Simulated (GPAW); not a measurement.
Write an ASE script for GPAW 26.7.0 that does the following.

* Task: equation of state
* Functional: r2SCAN
* Dispersion: D4
* Potentials or basis: GPAW PAW data sets (gpaw-data 1.2.1)
* Cutoff: 600 eV
* Basis: pw
* k mesh: 6 × 6 × 6
* Occupations: fermi-dirac, width 0.05 eV
* Spin: no spin polarisation
* Maxiter: 150
* Eos scales: [0.94, 0.96, 0.98, 1.0, 1.02, 1.04, 1.06]

The structure of GaSb lies in GaSb.cif:

```cif
data_GaSb
_cell_length_a 4.32607929
_cell_length_b 4.32607929
_cell_length_c 4.32607929
_cell_angle_alpha 60.00000000
_cell_angle_beta 60.00000000
_cell_angle_gamma 60.00000000
_space_group_name_H-M_alt 'P1'
_space_group_name_Hall 'P 1'
_space_group_IT_number 1
loop_
_space_group_symop_operation_xyz
'x,y,z'
loop_
_atom_site_label
_atom_site_type_symbol
_atom_site_symmetry_multiplicity
_atom_site_Wyckoff_symbol
_atom_site_fract_x
_atom_site_fract_y
_atom_site_fract_z
_atom_site_occupancy
Sb1 Sb 1 a 0.7500000000 0.7500000000 0.7500000000 1
Ga1 Ga 1 a 0.0000000000 0.0000000000 0.0000000000 1
```

These files were run (other wordings do the same):

run.py

```python
from ase.calculators.mixing import SumCalculator
from ase.eos import EquationOfState
from ase.io import Trajectory, read
from ase.units import GPa
from dftd4.ase import DFTD4
from gpaw import GPAW, PW

atoms = read('GaSb.cif')

traj = Trajectory('eos.traj', 'w')
volumes, energies = [], []
for x in [0.94, 0.96, 0.98, 1.0, 1.02, 1.04, 1.06]:
    a = atoms.copy()
    a.set_cell(atoms.cell * x**(1 / 3), scale_atoms=True)
    calc = GPAW(mode=PW(600),
                xc='MGGA_X_R2SCAN+MGGA_C_R2SCAN',
                kpts={'size': (6, 6, 6), 'gamma': True},
                occupations={'name': 'fermi-dirac', 'width': 0.05},
                nbands=18,
                convergence={'density': 1e-05, 'energy': 1e-05},
                maxiter=150,
                txt=f'eos-{x:.2f}.txt')
    a.calc = SumCalculator([calc, DFTD4(method='r2scan')])
    energies.append(a.get_potential_energy())
    volumes.append(a.get_volume())
    p = -a.get_stress()[:3].mean() / GPa
    calc.write(f'eos-{x:.2f}.gpw')
    traj.write(a)
    print(f'{x:.2f} {volumes[-1]:10.4f} A^3 {energies[-1]:14.6f} eV {p:9.3f} GPa', flush=True)

v0, e0, B = EquationOfState(volumes, energies, eos='birchmurnaghan').fit()
print(f'V0 = {v0:.4f} A^3, E0 = {e0:.6f} eV, B0 = {B / GPa:.2f} GPa')
```

Potentials or basis: GPAW PAW data sets (gpaw-data 1.2.1), pw.

Command:

```console
$ OMP_NUM_THREADS=1 python run.py
```

Results of the run:

- Equilibrium volume: 28.35 Å³/atom (rough: see the caveat)
- Bulk modulus: 56 GPa (rough)

Caveat: the points scatter about the fit; the PAW data sets were made with another functional, which shifts forces and pressure a little.

Wall time 4.3 min on 1 thread of Arm Neoverse V2 (shared host), peak memory 0.91 GiB.
